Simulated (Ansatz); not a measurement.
# Mg6O5: the cost of one run

Program: Ansatz 0.2.0. Level of theory: DFT PBE, scalar-relativistic, plane waves, PAW. These are calculated values, not measurements.

4 further runs of the same task are left out: 4 set aside as unsound or not needed.

## (1) The starting structure

It takes space group Pm-3n (No. 223, cubic). The conventional cell has a = 5.641 Å, b = 5.641 Å, c = 5.641 Å, α = 90.00°, β = 90.00°, γ = 90.00°. Mg (site symmetry -4m2) is surrounded by 4 O at 1.99 Å. O (site symmetry -4m2) has 4 Mg at 1.99 Å as nearest neighbours.

Structure file:

```
Mg O
1.0
     5.64058    0.00000    0.00000
     0.00000    5.64058    0.00000
     0.00000    0.00000    5.64058
Mg O
6 6
Direct
  0.25000 0.00000 0.50000
  0.00000 0.50000 0.25000
  0.50000 0.75000 0.00000
  0.75000 0.00000 0.50000
  0.00000 0.50000 0.75000
  0.50000 0.25000 0.00000
  0.25000 0.50000 0.00000
  0.50000 0.00000 0.25000
  0.00000 0.75000 0.50000
  0.75000 0.50000 0.00000
  0.50000 0.00000 0.75000
  0.00000 0.25000 0.50000
```

The structure comes from the Materials Project (structure only).

## (5) Setting up the map

Atoms count from 1 in the order of the input.

An atom moved over a plane that holds its own site and a neighbouring vacancy.

First coordinate, path of O9 from its site (0) to the vacancy (1), 2.817 Å: 11 values from −0.125 to 1.125. Second coordinate, shift of O9 across the path, along [0 1 0]: 9 values from −0.700 Å.

Nothing else is relaxed (all other atoms held at the sites of the perfect crystal). Points are written as (first, second).

(The set-up runs are not shown.)

## (6) The run at (−0.125, −0.700 Å)

input.yaml

```yaml
crystal:
  lattice:
    - [5.6337039799, 0.0, 0.0]
    - [0.0, 5.6337039799, 0.0]
    - [0.0, 0.0, 5.6337039799]
  atoms:
    - { symbol: Mg, position: [0.25, 0.0, 0.5] }
    - { symbol: Mg, position: [0.0, 0.5, 0.25] }
    - { symbol: Mg, position: [0.5, 0.75, 0.0] }
    - { symbol: Mg, position: [0.75, 0.0, 0.5] }
    - { symbol: Mg, position: [0.0, 0.5, 0.75] }
    - { symbol: Mg, position: [0.5, 0.25, 0.0] }
    - { symbol: O, position: [0.5, 0.0, 0.25] }
    - { symbol: O, position: [0.0, 0.75, 0.5] }
    - { symbol: O, position: [0.8125, 0.3757478202, 0.0] }
    - { symbol: O, position: [0.5, 0.0, 0.75] }
    - { symbol: O, position: [0.0, 0.25, 0.5] }
basis:
  ecutwfc: 420
kpoints:
  mp_grid: { grid: [4, 4, 4] }
hamiltonian:
  xc: pbe
  pseudopotentials: { kind: paw, azcp: { folder: soft_1 } }
scf:
  occupations: { method: gaussian, width: 0.05 }
output:
  forces: true
  stress: true
  eigenvalues: true
  write_density: true
  write_potential: true
  elf: true
  volumetric_format: npy
```

Command:

```sh
ansatz run input.yaml --threads 4 --pin off --max-ram 8192MiB --backend cpu --events-out ev --progress --plain --runs-dir out
```

**Question.** How long does this run take on 4 threads of Intel Xeon 6975P-C (Granite Rapids), shared host, and how much memory does it need?

About 4.2 s, with a peak of 0.64 GiB.
